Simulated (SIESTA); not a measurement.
The system is SiRu.

```xyz
8
Lattice="4.7086 0.0000 0.0000 0.0000 4.7086 0.0000 0.0000 0.0000 4.7086" Properties=species:S:1:pos:R:3 pbc="T T T"
Ru    0.6093    0.6093    0.6093
Ru    1.7450    4.0993    2.9636
Ru    2.9636    1.7450    4.0993
Ru    4.0993    2.9636    1.7450
Si    3.9438    3.9438    3.9438
Si    3.1191    0.7648    1.5895
Si    1.5895    3.1191    0.7648
Si    0.7648    1.5895    3.1191
```

The cell comes from a database or a generator and needn't be the stable form of this composition.

Base run:

- Program: SIESTA 5.4.2
- Functional: PBE
- Potentials or basis: PseudoDojo 0.4 standard (PBE files)
- Basis: DZP (energy shift 0.003 Ry; two zetas on semicore shells)
- Grid cutoff: 800 Ry
- Energy shift: 0.003 Ry
- k mesh: 6 × 6 × 6
- Occupations: fermi-dirac, width 0.05 eV
- Spin: no spin polarisation

Its results: band gap on the k mesh 0.26 eV, indirect (least direct gap 0.32 eV); pressure 7.4 GPa; largest force 0.280 eV/Å.

**Question.** The run is repeated on the same cell with these changes: functional from PBE to LDA; potentials or basis from PseudoDojo 0.4 standard (PBE files) to PseudoDojo 0.4 standard (LDA files). What comes out?

**Answer.** Band gap on the k mesh 0.25 eV, indirect (least direct gap 0.31 eV); pressure -3.9 GPa; largest force 0.073 eV/Å.

Caveats: the basis of atomic orbitals isn't converged, which shifts pressures, moduli and gaps.

A k mesh can miss the band edges.
